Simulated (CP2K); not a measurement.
Crystal: Si3N4.

```xyz
7
Lattice="4.1308 0.0000 0.0000 0.0000 4.1308 0.0000 0.0000 0.0000 4.1308" Properties=species:S:1:pos:R:3 pbc="T T T"
Si    0.0000    0.0000    2.0654
Si    2.0654    0.0000    0.0000
Si    0.0000    2.0654    0.0000
N     0.9894    0.9894    3.1414
N     3.1414    3.1414    3.1414
N     0.9894    3.1414    0.9894
N     3.1414    0.9894    0.9894
```

The cell was built by a generator and needn't be a form met in nature.

Base run:

| Property | Result |
| --- | --- |
| Program | CP2K 2026.2 |
| Functional | PBE |
| Potentials or basis | POTENTIAL_UZH Si GTH-PBE-q4, N GTH-PBE-q5; ccGRB-D basis |
| Density cutoff | 6803 eV |
| k mesh | 5 × 5 × 5 |
| Occupations | fermi-dirac, width 0.05 eV |
| Spin | no spin polarisation |

Its results: band gap on the k mesh 2.65 eV, indirect (least direct gap 2.79 eV); pressure 8.8 GPa; largest force 0.543 eV/Å.

Q: The run is repeated on the same cell with these changes: potentials or basis from POTENTIAL_UZH Si GTH-PBE-q4, N GTH-PBE-q5; ccGRB-D basis to POTENTIAL_UZH Si GTH-PBE-q4, N GTH-PBE-q5; TZVP-MOLOPT-PBE-GTH basis; basis sets from Si ccGRB-D-q4, N ccGRB-D-q5 to Si TZVP-MOLOPT-PBE-GTH-q4, N TZVP-MOLOPT-PBE-GTH-q5. What comes out?

A: Band gap on the k mesh 2.67 eV, indirect (least direct gap 2.85 eV); pressure -0.6 GPa; largest force 0.063 eV/Å.

Caveats: an odd mesh through Γ misses points on the zone boundary, where band edges often lie; the basis of atomic orbitals isn't converged, which shifts pressures, moduli and gaps.
